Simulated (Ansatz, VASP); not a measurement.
## Two plane-wave programs on In

```xyz
5
Lattice="2.8132 1.6242 5.4784 -2.8132 1.6242 5.4784 0.0000 -3.2484 5.4784" Properties=species:S:1:pos:R:3 pbc="T T T"
In   -0.8932   -1.6238    6.7749
In    1.8529    0.0383    6.7749
In   -0.9596    1.5855    6.7749
In    0.0000    0.0000   -1.5296
In    0.0000    0.0000    9.6010
```

Alike in both runs: functional PBE; k mesh 6 × 6 × 6; occupations gaussian, width 0.1 eV; no spin polarisation.

Ansatz relaxed the structure, and its values are those at the end. VASP's run is a single point on that final structure, the one shown.

|  | VASP | Ansatz |
| --- | --- | --- |
| version | VASP 6.6.1 | Ansatz 0.2.0 |
| potentials or method | VASP PAW PBE potentials, release 64 (In_d) | scalar-relativistic, plane waves, PAW |
| plane-wave cutoff (eV) | 520 | 420 |
| valence electrons in the cell | 65 | 65 |

|  | VASP | Ansatz | Ansatz less VASP |
| --- | --- | --- | --- |
| gap on the k mesh at the Fermi level (eV) | none | none | - |
| pressure (GPa) | 0.2 | 0.1 | -0.07 |
| rms of the force components (eV/Å) | 0.005 | 0.005 | +0.0001 |

A gap of «none» marks a metal or a gap that the smearing closes.
